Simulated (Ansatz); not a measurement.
Runs of Ansatz 0.2.0 on Si. It takes space group Fd-3m (No. 227, cubic). The conventional cell has a = 5.444 Å, b = 5.444 Å, c = 5.444 Å, α = 90.00°, β = 90.00°, γ = 90.00°. Around Si (site symmetry -43m) lie 4 Si at 2.36 Å. 

```csv
task,level,potentials or basis,cell,k mesh,cutoff (eV),smearing,basis error allowed,gap on the mesh (eV),pressure (GPa),relaxed volume (Å³/atom),largest force (eV/Å)
single point,LDA,"all-electron LAPW, scalar-relativistic",cell strained at random at fixed volume,8 × 8 × 8,235,fermi-dirac 0.05 eV,0.001 eV/atom,0.34,-2.0,-,0.41
relaxation of cell and atoms,LDA,"all-electron LAPW, scalar-relativistic",relaxed,8 × 8 × 8,-,fermi-dirac 0.05 eV,0.001 eV/atom,0.49,0.0,(a),-
single point,PBE,"all-electron LAPW, scalar-relativistic",as given,6 × 6 × 6,182,fermi-dirac 0.03 eV,0.003 eV/atom,(b),1.4,-,-
relaxation of cell and atoms,RPBE,"all-electron LAPW, scalar-relativistic",relaxed,8 × 8 × 8,-,fermi-dirac 0.05 eV,0.001 eV/atom,(c),0.0,20.81,-
Born charges and dielectric tensor,PBE,all-electron PAW datasets made for the crystal,as given,8 × 8 × 8,200,fixed,-,0.63,-,-,-
single point,LDA,"all-electron LAPW, scalar-relativistic",cell strained at random at fixed volume,8 × 8 × 8,235,gaussian 0.01 eV,0.001 eV/atom,0.34,-2.0,-,0.41
relaxation of cell and atoms,PBE+D3(BJ),"all-electron LAPW, scalar-relativistic",relaxed,8 × 8 × 8,-,fermi-dirac 0.05 eV,0.001 eV/atom,0.61,0.0,19.91,-
single point,PBE,"all-electron LAPW, scalar-relativistic",as given,8 × 8 × 8,218,gaussian 0.025 eV,0.001 eV/atom,0.63,1.3,-,-
band structure,PBE,"all-electron LAPW, scalar-relativistic",as given,8 × 8 × 8,218,fermi-dirac 0.05 eV,0.001 eV/atom,0.63,1.3,-,-
```

Alike in all rows: no spin polarisation.

Estimate the missing entries.

(a) 19.69; (b) 0.72; (c) 0.74.

Caveats: the gap is small at this level, which inflates the dielectric constant (some runs); the program warned that the printed levels may be off, so bands, gaps and densities of states are rough (some runs).

A k mesh can miss the band edges.

The runs don't all hold the same shells in valence.
